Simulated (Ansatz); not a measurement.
Field gradients at the nuclei in LiNbO₃ at a changed volume

The cell is a structure deposited in the COD, relaxed with PBE at fixed cell and then changed (volume scaled by 0.96, ions relaxed).

Space group R3c:H (No. 161); a = 5.0806, c = 13.6779 Å, γ = 120.00°.

| site | Wyckoff | site symmetry | x | y | z |
| --- | --- | --- | --- | --- | --- |
| Li | 6a | 3. | 0.0000 | 0.0000 | 0.7220 |
| Nb | 6a | 3. | 0.0000 | 0.0000 | 0.0047 |
| O | 18b | 1 | 0.6796 | 0.7049 | 0.6080 |

One atom of each set is listed; the run and its k-mesh use a cell of 10 atoms with edges of 5.42, 5.42, 5.42 Å.

Level of theory: DFT, PBE, plane waves and PAW, scalar-relativistic, 420 eV cutoff, Γ-centred 7×7×7 k-points, Fermi–Dirac smearing 0.02 eV (Ansatz 0.2.0).

Conventions: |V_zz| ≥ |V_yy| ≥ |V_xx|, η = (V_xx − V_yy)/V_zz, C_Q = eQV_zz/h. ν_Q = 3|C_Q|/[2I(2I − 1)].

7Li: I = 3/2, Q = -40.10 mb; ⁹³Nb: I = 9/2, Q = -320.0 mb; ¹⁷O: I = 5/2, Q = -25.58 mb. Quadrupole moments are those of Pyykkö's year-2017 table.

(1) What field gradients does the calculation give at each kind of site?

## Answers

(1) 

| site | atoms | first shell | C_Q (MHz) | η | ν_Q (MHz) |
| --- | --- | --- | --- | --- | --- |
| Li | 2 | 6 O at 1.99–2.21 Å | -0.061 | 0.00 | 0.030 |
| Nb | 2 | 6 O at 1.88–2.11 Å | -30.4 | 0.00 | 1.27 |
| O | 6 | 2 Nb at 1.88–2.11 Å, 2 Li at 1.99–2.21 Å; also 1 Li at 3.31 Å | 1.24 | 0.97 | 0.186 |

An axis of threefold or higher order runs through Li and Nb, so V_zz lies along it and η is zero.

Without spin–orbit coupling (the program notes it for Nb) the gradients are little affected as a rule: paired runs on crystals with a gap mostly move them by under 2 % at such atoms. With these PAW files V_zz is typically within 2 to 3 % of all-electron values, but misses above 10 % occur on Li. At this changed cell the PBE pressure is 8 GPa. Where η is near 1 the sign of V_zz means little.

The relaxation (5 steps) took 24 s of wall time (85 s of CPU time) and 0.63 GiB at its peak, on 4 threads of Intel Xeon Platinum 8259CL CPU @ 2.50GHz (Skylake/Cascade Lake) (x86_64; 16 cores open to the job, memory cap 8.0 GiB, no GPU), a shared host with a load of 0.6 a core.
